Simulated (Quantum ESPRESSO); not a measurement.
# AlN (P6_3mc) in Quantum ESPRESSO: further runs

Aim: see how the results for AlN move with the level of theory and the settings. Levels: LDA, PBE. Tasks: phonon dispersion.

Program: Quantum ESPRESSO 7.5. These are calculated values, not measurements. Logs are shortened: lines on timing, memory, paths and dates and some standing lists are left out, and cuts for length are marked.

**The experiment to reproduce.**

“Structural and optical properties of self-assembled AlN nanowires grown on SiO2/Si substrates by molecular beam epitaxy”, 2024, arxiv:2402.00216 quotes, for a bulk crystal of AlN at 0 K: band gap 6.0343 eV (an exciton energy, a little under the gap).

The results are compared with them further down.

### Step 1. The structure

The structure is hexagonal, space group P6_3mc (No. 186). Conventional cell: a = 3.113 Å, b = 3.113 Å, c = 4.981 Å, α = 90.00°, β = 90.00°, γ = 120.00°. Al (site symmetry 3m) has 4 N at 1.89 Å as nearest neighbours. N (site symmetry 3m) has 4 Al at 1.89 Å as nearest neighbours.

(Part 1 of 3 ends here.)
